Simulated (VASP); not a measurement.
A run of VASP 6.6.1 is set up as follows.

Contents of POSCAR:

```
H10C3
1.0
    7.1919660000      0.0000000000      0.0000000000
    0.0000000000      7.1919660000      0.0000000000
    0.0000000000      0.0000000000      7.1919660000
C H
9 30
Direct
    0.3063874000      0.6646591000      0.8580844000
    0.2869910000      0.4964844000      0.9856329000
    0.6493743000      0.3236631000      0.4690040000
    0.8204704000      0.2423231000      0.3739382000
    0.2003264000      0.9316087000      0.5880684000
    0.1582429000      0.9407467000      0.3805279000
    0.5535875000      0.7989929000      0.3100118000
    0.7646868000      0.6896101000      0.7521870000
    0.2402200000      0.3968207000      0.4249610000
    0.4520731000      0.6912918000      0.8240794000
    0.2315972000      0.6434840000      0.7275163000
    0.2505701000      0.7899380000      0.9235032000
    0.1413053000      0.4698517000      1.0196380000
    0.3428083000      0.3712056000      0.9202141000
    0.3617811000      0.5176595000      1.1162011000
    0.5583105000      0.3924771000      0.3686947000
    0.5683374000      0.2153792000      0.5382689000
    0.6884676000      0.4263653000      0.5739514000
    0.9115342000      0.1735090000      0.4742475000
    0.7813771000      0.1396209000      0.2689908000
    0.9015073000      0.3506069000      0.3046733000
    0.1856610000      1.0681351000      0.6531485000
    0.1058175000      0.8361676000      0.6591250000
    0.3422160000      0.8834195000      0.6132704000
    0.1729084000      0.8042203000      0.3154478000
    0.0163534000      0.9889359000      0.3553259000
    0.2527518000      1.0361878000      0.3094712000
    0.6843289000      0.7372041000      0.2647953000
    0.4574842000      0.6893420000      0.3512005000
    0.4933819000      0.8787704000      0.1961413000
    0.5791552000      0.8906550000      0.4279102000
    0.6971923000      0.7692422000      0.8620000000
    0.8410215000      0.5738964000      0.8133346000
    0.8607307000      0.7791552000      0.6766029000
    0.6598028000      0.6361468000      0.6568104000
    0.2920088000      0.4092464000      0.5668032000
    0.1061973000      0.3261652000      0.4261379000
    0.3387050000      0.3169274000      0.3420549000
    0.2239689000      0.5349439000      0.3648481000
```

File INCAR.step1:

```
SYSTEM = H10C3
PREC = Accurate
ENCUT = 520
ISMEAR = -1
SIGMA = 0.05
LREAL = Auto
LASPH = .TRUE.
NELM = 100
NBANDS = 58
GGA = PE
ALGO = Normal
EDIFF = 1E-4
LWAVE = .TRUE.
LCHARG = .FALSE.
```

File INCAR.step2:

```
SYSTEM = H10C3
PREC = Accurate
ENCUT = 520
EDIFF = 1E-6
ISMEAR = -1
SIGMA = 0.05
LREAL = Auto
LASPH = .TRUE.
NELM = 100
ALGO = Normal
ISIF = 2
LWAVE = .FALSE.
LCHARG = .FALSE.
METAGGA = R2SCAN
LMIXTAU = .TRUE.
IVDW = 12
VDW_S6 = 1.0
VDW_S8 = 0.78981345
VDW_A1 = 0.49484001
VDW_A2 = 5.73083694
NBANDS = 58
ISTART = 1
```

KPOINTS

```
regular mesh
0
G
  1 1 1
  0 0 0
```

Potentials or basis: VASP PAW PBE potentials, release 64 (C, H).

The run is started by

```bash
$ cat potpaw_PBE.64/C/POTCAR potpaw_PBE.64/H/POTCAR > POTCAR
$ cp INCAR.step1 INCAR
$ mpirun -np 1 vasp_gam > vasp.out
$ cp INCAR.step2 INCAR
$ mpirun -np 1 vasp_gam > vasp.out
```

Problem. Estimate the pressure.

Solution. 1.9 GPa.

Problem. What does it give for the largest force?

Solution. 0.824 eV/Å.

Problem. Estimate the band gap on the k mesh.

Solution. 6.86 eV, direct.

Problem. Estimate the dispersion energy per atom.

Solution. -0.019 eV.

Stress tensor (GPa, compression positive):
```
 2.98 -0.53  0.07
-0.53  1.89 -0.29
 0.07 -0.29  0.79
```

Caveat: the PAW data sets were made with another functional, which shifts forces and pressure a little. r2SCAN opens gaps a little over a GGA but as a rule still falls short of measured ones.
